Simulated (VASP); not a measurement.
# ZrC: convergence, self-consistent run

ZrC, P1 (no. 1), 2 atoms in the cell. PBE; PAW potentials Zr_sv, C (PBE set). VASP 6.6.1. The atoms are moved at random off their ideal places.

Wanted: energy within 1 meV/atom; forces within 0.005 eV/Å; pressure within 0.1 GPa.

POSCAR:
```
ZrC
1.0
    0.0000000000      2.3650000000      2.3650000000
    2.3650000000      0.0000000000      2.3650000000
    2.3650000000      2.3650000000      0.0000000000
Zr C
1 1
Direct
    0.5012350000      0.5039860000      0.4991230000
    0.0004470000      0.0002700000      0.0004340000
```

## One numerical tag moved

| One numerical tag moved | Energy less reference (meV/atom) | Forces, largest deviation (eV/Å) | Pressure (GPa) | SCF iterations | Time (s) |
|---|---|---|---|---|---|
| default | 0.0 | 0.0000 | -2.69 | 14 | 44 |
| DEPER = 0.6 | 0.0 | 0.0000 | -2.69 | 14 | 53 |
| LCORR = F | 0.0 | 0.0000 | -2.69 | 14 | 50 |
| LMAXPAW = 0 | -0.1 | 0.0001 | -2.69 | 14 | 45 |
| NDAV = 8 | 0.0 | 0.0000 | -2.69 | 14 | 45 |
| LDIAG = F | 0.0 | 0.0000 | -2.70 | 16 | 62 |
| WEIMIN = 0.0 | 0.0 | 0.0000 | -2.69 | 14 | 44 |
| RANDOM_GENERATOR = pcg_32 | 0.0 | 0.0000 | -2.69 | 14 | 43 |
| LMAXPAW = -1 | 3.2 | 0.0008 | -3.10 | 15 | 52 |

## Question

For each series: keep the first row unless others stay within half of the tolerance and take at least 30 % less time, and then take the fastest.

## Answer

- one numerical tag moved: default

## The input

INCAR:
```
ALGO = Normal
EDIFF = 1E-7
ENCUT = 520
ISIF = 2
ISMEAR = 0
LASPH = T
LCHARG = F
LREAL = F
LWAVE = F
NELM = 100
PREC = Accurate
SIGMA = 0.02
```

KPOINTS:
```
k-points
0
Gamma
  8 8 8
```

Commands:
```
cat potpaw_PBE.64/Zr_sv/POTCAR potpaw_PBE.64/C/POTCAR > POTCAR
mpirun -np 1 vasp_std > vasp.out
```

The chosen input took VASP 6.6.1 44 s on 1 core (Intel Xeon 6975P-C (Granite Rapids)), a shared host.

## An input that fails: LMAXPAW = -1 without LASPH

It runs to its end, but against the unchanged starting input it is off by 3.2 meV/atom in the energy, 0.0008 eV/Å in the forces, 0.41 GPa in the pressure.

Changes against the starting input:
```
- LASPH = True
+ LASPH = False
+ LMAXPAW = -1
```
